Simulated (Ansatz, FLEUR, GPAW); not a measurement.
**CdSe: 3 runs at one level of theory**

```xyz
2
Lattice="0.0000 3.0703 3.0703 3.0703 0.0000 3.0703 3.0703 3.0703 0.0000" Properties=species:S:1:pos:R:3 pbc="T T T"
Cd    0.0000    0.0000    0.0000
Se    1.5351    1.5351    1.5351
```

The cell is a database's computed one, not the measured one.

Alike in all runs: task band structure; functional revPBE; k mesh 8 × 8 × 8; occupations fermi-dirac, width 0.05 eV; no spin polarisation; no spin-orbit coupling. Pressure is positive in compression and, in plane waves, holds the error of the finite cutoff. Gaps are the smaller of the mesh's and the band path's.

```
                                                    program and potentials  plane-wave cutoff (eV)  notes  band gap (eV)  pressure (GPa)
GPAW, the program's PAW data sets (release 1.2.1) made for this functional                     600      -           0.68            2.47
                                                FLEUR, all-electron, FLAPW                       -      -           0.68               -
                            Ansatz, all-electron LAPW, scalar-relativistic                       -      -           0.68            2.70
```

All agree on the band gap. The pressure spans 2.47 (GPAW, the program's PAW data sets (release 1.2.1) made for this functional) to 2.70 GPa (Ansatz, all-electron LAPW, scalar-relativistic), with all-electron results at 2.70. Spin-orbit coupling, left out here, moves the band edges of heavy atoms.

The functional is the same throughout but for its coding, so the spread measures potentials, basis and numerics; runs on potential files found faulty are left out.

The common gap of 0.68 eV shows that the PAW data sets reproduce the all-electron band edges of zinc-blende CdSe at this fixed geometry. That agreement speaks for the numerics, not for the functional: the gap is far below the measured one, as expected of semilocal Kohn-Sham eigenvalues, which lack the derivative discontinuity. Cd 4d states placed too shallow probably add to the error, since their repulsion with Se 4p raises the valence-band maximum.

The positive pressures in both runs that report one mean that revPBE favours a larger cell than the one used, in keeping with its tendency to weaken bonding and overestimate lattice constants. Relaxation would therefore probably narrow the gap further, because expansion lowers the antibonding, cation-s-derived conduction-band minimum relative to the valence-band maximum. The remaining difference in pressure may reflect basis convergence as much as the potentials, and with only one all-electron value it can't be assigned to the PAW data sets. Equal gaps alone don't establish equally accurate dispersion or effective masses away from the band edges.
